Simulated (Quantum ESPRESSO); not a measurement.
## TePb: phonons at points of the zone under several settings

```
Pb Te
1.0
     0.00000    3.23100    3.23100
     3.23100    0.00000    3.23100
     3.23100    3.23100    0.00000
Pb Te
1 1
Direct
  0.00000 0.00000 0.00000
  0.50000 0.50000 0.50000
```

All runs used Quantum ESPRESSO 7.5; potentials GBRV 1.5 PBE; k mesh 4 × 4 × 4, shifted; relaxed cell; no spin polarisation; cutoff 612 eV; occupations smeared at first, fixed for the response.

```tsv
level	point	frequencies (cm⁻¹)
PBE	Γ (0.000, 0.000, 0.000)	0 0 0 25 25 25
PBE	K (0.375, 0.375, 0.750)	34 39 54 70 80 91
PBE	L (0.500, 0.500, 0.500)	53 53 86 91 91 102
PBE	U (0.625, 0.250, 0.625)	34 40 54 70 80 91
PBE	W (0.500, 0.250, 0.750)	33 33 62 69 69 93
PBE	X (0.500, 0.000, 0.500)	?
```

Problem. What stands in the row left open?

Solution. Frequencies 24 24 34 63 63 73 cm⁻¹.
